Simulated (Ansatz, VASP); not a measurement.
## Two plane-wave programs on C

Contents of INCAR:

```
PREC = Accurate ; ENCUT = 520
EDIFF = 1E-6 ; ISMEAR = 0
SIGMA = 0.05 ; LREAL = F
LASPH = T ; NELM = 80
ALGO = Normal ; ISIF = 2
LWAVE = F ; LCHARG = F
GGA = PE ; NBANDS = 26
```

KPOINTS

```
regular mesh
0
Gamma
  12 12 4
```

File POSCAR:

```
C
1.0
    2.5180184915      0.0000000000      0.0000000000
   -1.2590092457      2.1806679808      0.0000000000
    0.0000000000      0.0000000000      8.7198175910
C
8
Direct
    0.0000000000      0.0000000000      0.0929681641
    0.0000000000      0.0000000000      0.5929681641
    0.0000000000      0.0000000000      0.4070318359
    0.0000000000      0.0000000000      0.9070318359
    0.3333333333      0.6666666667      0.1555285626
    0.6666666667      0.3333333333      0.6555285626
    0.3333333333      0.6666666667      0.3444714374
    0.6666666667      0.3333333333      0.8444714374
```

Input for Ansatz:

```yaml
crystal:
  lattice:
    - [2.5180184915, 0.0, 0.0]
    - [-1.2590092457, 2.1806679808, 0.0]
    - [0.0, 0.0, 8.719817591]
  atoms:
    - { symbol: C, position: [0.0, 0.0, 0.0929681641] }
    - { symbol: C, position: [0.0, 0.0, 0.5929681641] }
    - { symbol: C, position: [0.0, 0.0, 0.4070318359] }
    - { symbol: C, position: [0.0, 0.0, 0.9070318359] }
    - { symbol: C, position: [0.3333333333, 0.6666666667, 0.1555285626] }
    - { symbol: C, position: [0.6666666667, 0.3333333333, 0.6555285626] }
    - { symbol: C, position: [0.3333333333, 0.6666666667, 0.3444714374] }
    - { symbol: C, position: [0.6666666667, 0.3333333333, 0.8444714374] }
basis:
  ecutwfc: 420
kpoints:
  mp_grid: { grid: [12, 12, 4] }
hamiltonian:
  xc: pbe
scf:
  occupations: { method: gaussian, width: 0.05 }
output:
  forces: true
  stress: true
  eigenvalues: true
```

Change from the starting cell: strain +0.000 along x and y, +0.050 along z, atoms carried along.

Alike in both runs: task single point; functional PBE; k mesh 12 × 12 × 4; occupations gaussian, width 0.05 eV; no spin polarisation.

```csv
,VASP,Ansatz
version,VASP 6.6.1,Ansatz 0.2.0
potentials or method,"VASP PAW PBE potentials, release 64 (C)","scalar-relativistic, plane waves, PAW"
plane-wave cutoff (eV),520,420
valence electrons in the cell,32,32
```

Ansatz gave:

- gap on the k mesh at the Fermi level (eV): 4.12
- least direct gap on the mesh (eV): 4.12
- pressure (GPa): -18.2
- largest component of the traceless stress (GPa): 33.37
- rms of the force components (eV/Å): 0.110

Task: What did VASP give for the same quantities?

Result: gap on the k mesh at the Fermi level (eV): 4.12; least direct gap on the mesh (eV): 4.12; pressure (GPa): -17.7; largest component of the traceless stress (GPa): 33.57; rms of the force components (eV/Å): 0.101.

Atom by atom the forces differ by 0.009 eV/Å (rms over components). With one functional, cell and mesh, what is left measures potentials, basis and numerics.

Caveats: so large a pressure means that the cell lies far from this level's equilibrium, or that cutoff or potentials fall short (VASP).
